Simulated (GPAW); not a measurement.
## TiC: single point with PBE

TiC:

```
Ti C
1.0
     0.00000    2.16572    2.16572
     2.16572    0.00000    2.16572
     2.16572    2.16572    0.00000
Ti C
1 1
Direct
  0.00000 0.00000 0.00000
  0.50000 0.50000 0.50000
```

The cell is a database's computed one.

| Item | Value |
| --- | --- |
| Program | GPAW 26.7.0 |
| Task | single point |
| Functional | PBE |
| Potentials or basis | GPAW PAW data sets (gpaw-data 1.2.1) |
| Cutoff | 800 eV |
| Basis | pw |
| k mesh | 11 × 11 × 11 |
| Occupations | gaussian, width 0.012 eV |
| Spin | no spin polarisation |
| Maxiter | 150 |

The pressure is 0.9 GPa and the band gap on the k mesh is none (metal or under the smearing width).

Levels at points of the mesh, in eV from the Fermi level:
| k point | band 6 | band 7 | band 8 | band 9 | band 10 | band 11 |
| --- | --- | --- | --- | --- | --- | --- |
| (0.00, 0.00, 0.00) | 0.55 | 0.55 | 0.55 | 1.52 | 1.52 | 1.52 |

Run time: 18 s on 1 thread of Intel(R) Xeon(R) Platinum 8259CL CPU @ 2.50GHz (Skylake/Cascade Lake), on a shared host, peak memory 0.16 GiB.
